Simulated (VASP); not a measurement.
Input of a VASP 6.6.1 run:

File POSCAR:

```
BAs
1.0
    0.0000000000      2.3885000000      2.3885000000
    2.3885000000      0.0000000000      2.3885000000
    2.3885000000      2.3885000000      0.0000000000
B As
1 1
Direct
    0.0000000000      0.0000000000      0.0000000000
    0.2500000000      0.2500000000      0.2500000000
```

INCAR.step1

```
  PREC = Accurate
  ENCUT = 520
  ISMEAR = 0
  SIGMA = 0.1
  LREAL = F
  LASPH = T
  NELM = 100
  NBANDS = 11
  GGA = PE
  ALGO = Normal
  EDIFF = 1E-4
  LWAVE = T
  LCHARG = F
```

INCAR.step2

```
  PREC = Accurate
  ENCUT = 520
  EDIFF = 1E-6
  ISMEAR = 0
  SIGMA = 0.1
  LREAL = F
  LASPH = T
  NELM = 100
  ALGO = Normal
  ISIF = 2
  LWAVE = F
  LCHARG = F
  METAGGA = R2SCAN
  LMIXTAU = T
  NBANDS = 11
  ISTART = 1
```

The input KPOINTS:

```
Automatic mesh
0
Gamma
  6 6 6
```

Potentials or basis: VASP PAW PBE potentials, release 64 (B, As).

Launch:

```bash
$ cat potpaw_PBE.64/B/POTCAR potpaw_PBE.64/As/POTCAR > POTCAR
$ cp INCAR.step1 INCAR
$ mpirun -np 1 vasp_std > vasp.out
$ cp INCAR.step2 INCAR
$ mpirun -np 1 vasp_std > vasp.out
```

(1) Predict the pressure.

(2) What does it give for the band gap on the k mesh?

Results:

(1) 0.9 GPa.

(2) 1.46 eV, indirect (least direct gap 3.44 eV).

Caveat: the PAW data sets were made with another functional, which shifts forces and pressure a little.
